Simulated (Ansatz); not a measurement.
WC:

```
CELL_PARAMETERS angstrom
0.00000 2.19268 2.19268
2.19268 0.00000 2.19268
2.19268 2.19268 0.00000
ATOMIC_POSITIONS crystal
W 0.00000 0.00000 0.00000
C 0.50000 0.50000 0.50000
```

Measurements of this composition are mostly on another form, of space group No. 187.

A run of Ansatz 0.2.0 on this cell left the log below. Logs are shortened: lines on timing, memory, paths and dates and some standing lists are left out, and cuts for length are marked.

```text
Warning: RAYON_NUM_THREADS=2 ignored (pool sized by the plan → 2); use --threads N
Engine: ansatz 0.2.0, aarch64-unknown-linux-gnu
Pseudopotentials: kind: paw
Pseudopotential: W, paw, valence charge 14, recommended cutoff 420 eV (normal), W.paw.azcp
Pseudopotential: C, paw, valence charge 4, recommended cutoff 420 eV (normal), C.paw.azcp
Functional definition: PBEsol
  exchange = pbesol_x
  correlation = pbesol_c
Crystal: 2 atoms, lattice volume = 21.084 Å³
Basis set: ecut = 420 eV, 411 PW (Γ), exchange–correlation on 48×48×48 points (8 copies of the dense FFT grid, shifted against one another)
Bands: 13, of which v1, the nominal top of the filled ones, is band 9 counted from 1 (8 counted from 0)
Symmetry: 48 space group operations
Space group: Fm-3m (ITA 225), of the structure as read, at distance tolerance 2.8e-5 Å
k-points: 20 of 343
Non-local potential: W, projectors of the file, l = 0: 3, l = 1: 2, l = 2: 2, l = 3: 1
Non-local potential: C, projectors of the file, l = 0: 2, l = 1: 2, l = 2: 1
PAW form: soft (Blöchl's): semilocal exchange-correlation on the pseudo side does not see the compensation charge
PAW frozen core: W, regenerated for the run's functional, and the local potential with it (the file was generated under x = pbe(κ = 0.804, μ = 0.2195149727645171), c = pbe(β = 0.06672455060314922))
PAW frozen core: C, regenerated for the run's functional, and the local potential with it (the file was generated under x = pbe(κ = 0.804, μ = 0.2195149727645171), c = pbe(β = 0.06672455060314922))
PAW one-centre angular grid: W, 590 points (default); XC on 64 Gauss nodes
PAW one-centre angular grid: C, 110 points (default); XC on 64 Gauss nodes
Initial density: superposition of atomic densities (neutral atoms: chi_scale 0, normalization atom), corrected by the library's trained network
Initial wavefunctions: pseudopotential atomic-orbital guess
Functional: x = pbesol(κ = 0.804, μ = 0.12345679012345678), c = pbesol(β = 0.046)
SCF iter   1: F=—  HF=-10502.836657 eV  |F-HF|=—  |Δ(HF+E_count)|=         —  Δρ=6.03e-3  dr2=6.00e-3  ethr=1.77e-3  ⟨swp⟩=5.2  Hψ=2898  notcnv=0  defer=16
[... 101 lines left out ...]
basis re-selected at this cell: Δ(F+E_penalty+E_count) = -9.095e-12 eV, ΔP = -0.000 GPa vs the last step (what re-selecting the basis moved, of the pressure what is left beyond the Pulay correction that the steps carried, after the strain that the cell walked since its last selection, with what the two solves' SCF thresholds leave and, on support functions, any second-order correction that the steps lacked; it is no measure of the basis error at this ecutwfc). This SCF's stress stands 1.41e-4 GPa from its target on what of the cell is left free (relax.cell.stress_tol is 5.00e-2 GPa) and its largest allowed force component is 2.96e-30 eV/Å (relax.f_tol is 1.00e-2 eV/Å): within both
SCF converged after 7 iterations
Free energy (F): -10502.854606 eV
Harris-Foulkes:  -10502.854606 eV  (|F-HF|=1.82e-12)
Internal energy: -10502.849356 eV  (E = F + TS)
E sigma→0 (E₀):  -10502.851981 eV
Entropy (-TS):   -0.005250 eV (-2.625 meV/atom)
Fermi energy:    22.081735 eV
--- Per-component energies (eV) ---
  E_band       = -53.061124
  E_kinetic    = 543.243310
  E_local      = -641.591498  (includes V_loc(G=0)·N_el)
  E_nonlocal   = 29.047463
  E_hartree    = 225.019114
  E_xc         = -314.556775
  E_vxc        = -300.102333  (∫ρ·V_xc dr)
  E_paw        = -8531.133891  (= ΣΔE_a)
  E_vpaw       = -133.696229  (= ΣTr[D̂ρ^β])
  E_aug_tail   = -0.000070  (compensation charges beyond the density's cutoff)
  E_ewald      = -1813.119902
  E_core_change = 0.242893  (= ΣΔE_core)
  E_smearing   = -0.005250  (= −TS)
  E_closure    = 0.000000  (closes the sum)
  Σ components = -10502.854606   (vs F -10502.854606, Δ=0.00e0)
--- Forces (eV/Å), atoms counted from 1 ---
  atom   1  W     -0.00000000     0.00000000    -0.00000000
  atom   2  C      0.00000000     0.00000000    -0.00000000
  max |Σ_I F_I| component: 3.16e-30 eV/Å
--- Stress (GPa, compression-positive) ---
       -0.000141       0.000000      -0.000000
        0.000000      -0.000141       0.000000
       -0.000000       0.000000      -0.000141
  P = ⅓ Tr σ = -0.0001 GPa (-0.001 kbar)
--- Band table (eV; the first three rows and the last of 20) ---
  k-point 0: bands = ["-53.0074", "-17.0291", "-17.0291", "-17.0291", "6.2961", "19.4337", "19.4337", "19.4337", "21.2481", "21.2481", "21.2481", "21.3011", "21.3011", "29.1041", "31.9075", "45.9609", "45.9609"]
  k-point 1: bands = ["-52.9993", "-17.1580", "-17.0426", "-17.0426", "6.8808", "17.8382", "18.3821", "18.3821", "20.2510", "20.2510", "21.8089", "24.4951", "24.4951", "30.0548", "33.1973", "41.7857", "43.1326"]
  k-point 2: bands = ["-52.9811", "-17.4384", "-17.0730", "-17.0730", "8.4303", "15.3384", "16.5898", "16.5898", "21.6008", "21.6008", "22.6133", "28.0051", "28.0051", "30.7643", "34.9591", "38.4620", "38.4620"]
  k-point 19: bands = ["-52.9511", "-17.4673", "-17.4356", "-17.2316", "9.5894", "15.1417", "16.1701", "16.5854", "21.9405", "23.2040", "24.8247", "26.6001", "27.7479", "34.0740", "34.6386", "35.2273", "39.1149"]
--- Relaxed structure (5 steps of the walk, 5 accepted, 2 SCFs on fresh bases) ---
  F+E_penalty+E_count = -10502.85460606 eV   max|allowed force component| = 2.958e-30 eV/Å   (the final SCF, on the basis selected at the relaxed cell)
  cell:  # Å, volume = 20.4987 Å³
    - [1.146458707401508e-33, 2.1721950456834325, 2.1721950456834325]
    - [2.1721950456834325, 2.3864652607194584e-33, 2.1721950456834325]
    - [2.1721950456834325, 2.1721950456834325, -1.307679463129845e-33]
  atoms:
    - { symbol: W, position: [-2.2873531085719714e-36, 6.8620593257416e-37, 2.058617797718345e-36] }
    - { symbol: C, position: [0.5, 0.5, 0.5] }
```

Question: What input gives this log?

Answer: Relaxation of cell and atoms with PBEsol, no spin polarisation. The files as run (others can give the same):

input.yaml
```yaml
crystal:
  lattice:
    - [0.0, 2.192684, 2.192684]
    - [2.192684, 0.0, 2.192684]
    - [2.192684, 2.192684, 0.0]
  atoms:
    - { symbol: W, position: [0.0, 0.0, 0.0] }
    - { symbol: C, position: [0.5, 0.5, 0.5] }
hamiltonian:
  xc: pbesol
  pseudopotentials: { kind: paw }
kpoints:
  mp_grid: { grid: [7, 7, 7] }
scf:
  occupations: { method: fermi_dirac, width: 0.05 }
output:
  forces: true
  stress: true
  eigenvalues: true
relax:
  f_tol: 0.01
  max_steps: 40
  cell: { stress_tol: 0.05 }
```

Potentials or basis: Ansatz PAW.
Command:
```sh
$ ansatz run input.yaml --threads 2 --pin off --max-ram 5632MiB --backend cpu --events-out ev --progress --plain --runs-dir out
```

Caveat: the plane-wave basis is chosen anew once the cell has moved, so the energies of steps on either side of that aren't comparable; the pressure holds a Pulay correction of +0.3 GPa for the finite cutoff; the PAW data sets come from PBE, with cores solved anew for the run's functional, which leaves a small shift of forces and pressure.
